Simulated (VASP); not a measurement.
BP, 2 atoms in the cell. The structure is cubic, space group F-43m (No. 216). Conventional cell: a = 4.532 Å, b = 4.532 Å, c = 4.532 Å, α = 90.00°, β = 90.00°, γ = 90.00°. B (site symmetry -43m) is surrounded by 4 P at 1.96 Å. P (site symmetry -43m) is surrounded by 4 B at 1.96 Å. The cell is a database's computed one.

- Program: VASP 6.6.1
- Task: relaxation of cell and atoms
- Functional: PBEsol
- Potentials or basis: VASP PAW PBE potentials, release 64 (B, P)
- Cutoff: 580 eV
- k mesh: 10 × 10 × 10
- Occupations: gaussian, width 0.02 eV
- Spin: no spin polarisation
- Further INCAR settings: ALGO = Normal; EDIFF = 1e-07; IBRION = 2; EDIFFG = -0.005; NSW = 90; ISIF = 3

Potentials or basis: VASP PAW PBE potentials, release 64 (B, P).

The run is started by

```sh
$ cat potpaw_PBE.64/B/POTCAR potpaw_PBE.64/P/POTCAR > POTCAR
$ mpirun -np 1 vasp_std > vasp.out
```

Hardware: 1 thread of Intel(R) Xeon(R) Platinum 8488C (Sapphire Rapids) (shared host).

Task: Estimate the wall time of this run.

Result: It took 21 s on 1 thread of Intel(R) Xeon(R) Platinum 8488C (Sapphire Rapids), on a shared host, peak memory 0.15 GiB. Counts: scf iterations 27, k points 47, ion steps 3.
